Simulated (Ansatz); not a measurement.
## GaN: energy along a strain

GaN, P6_3mc, a = 3.180 Å, c = 5.166 Å (as given, not relaxed at this level: 1.1 GPa, forces to 0.14 eV/Å). Ansatz: r2SCAN, PAW, 500 eV, Γ-centred 12×12×6 mesh on 4 atoms, Gaussian smearing 0.05 eV; no spin polarisation. Cell vectors (Å): 3.180 0.000 0.000; -1.590 2.754 0.000; 0.000 0.000 5.166. The cell is strained by x per cent times the pattern (1 0 0 0 0 0) in the order xx yy zz yz xz xy (engineering shears), with fractional coordinates held. y is the free energy over the start, V0 = 11.310 Å³/atom.

| x (%) | y (meV/atom) |
| --- | --- |
| -6.00 | ? |
| -4.50 | 35.25 |
| -3.00 | 15.39 |
| 0.00 | 0.00 |
| 1.50 | 2.83 |
| 3.00 | 11.70 |
| 4.50 | 25.93 |
| 6.00 | 44.92 |

Fit y = c1 x + c2 x² + c3 x³ to the other rows, get the stiffness along the pattern, and predict the missing energy.

Least squares on the rows shown. y = −0.30837 x + 1.5108 x² − 0.035407 x³. The clamped-ion stiffness p·C·p = 2 × 15.11 eV × 160.2 / 11.310 Å³ = 428 GPa, which is C11 in these axes (second derivative at the start, which stands under stress). At x = -6.00 the fit asked for gives 63.89 meV/atom. The run gave 64.45 meV/atom, so the fit is 0.56 meV/atom too low, 0.87 % of the span of the series, against an rms of 0.05 meV/atom on the fitted rows. The row lies outside the fitted range. With a term in x⁴ added, a fit to the same known rows predicts 64.41 meV/atom, so most of the miss is curvature that the known rows already hold.